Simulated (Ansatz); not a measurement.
# HgTe: pressure against volume

HgTe, F-43m, a = 6.653 Å. Ansatz: PBE, PAW, 420 eV, Γ-centred 12×12×12 mesh on 2 atoms, Gaussian smearing 0.10 eV; no spin polarisation. Symmetry fixes shape and atoms, so the cell is only scaled; pressure is positive in compression.

| V (Å³/atom) | P (GPa) |
| --- | --- |
| 34.598 | 2.44 |
| 35.702 | 1.09 |
| 36.807 | -0.03 |
| 37.911 | ? |
| 39.015 | -1.74 |

Question: Take V0 = 36.807 Å³/atom, count pressures from its P0 = -0.03 GPa, fit the third-order Birch–Murnaghan form to the other rows, and predict the missing pressure.

Answer: With the Eulerian strain f = ½[(V0/V)^(2/3) − 1] and y = (P − P0)/[3f(1 + 2f)^(5/2)], the form is the line y = B0 + 1.5 B0 (B0′ − 4) f. Rows (f, y): 0.02106, 35.3; 0.01026, 34.6; -0.01905, 33.0. Means f = 0.004090, y = 34.300; Σ(Δf)² = 0.0008615, ΣΔfΔy = 0.04890; the slope is their ratio. y = 34.07 + 56.76 f GPa, so B0 = 34.1 GPa and B0′ = 4 + 2 × (56.76)/(3 × 34.07) = 5.11. At V = 37.911, f = -0.00975, y = 33.52 and P = -0.96 GPa. The run gave -0.97 GPa, so the fit is 0.01 GPa too high, a small miss on the scale of the series.

Spin–orbit coupling is left out, which can shift energies with elements as heavy as these.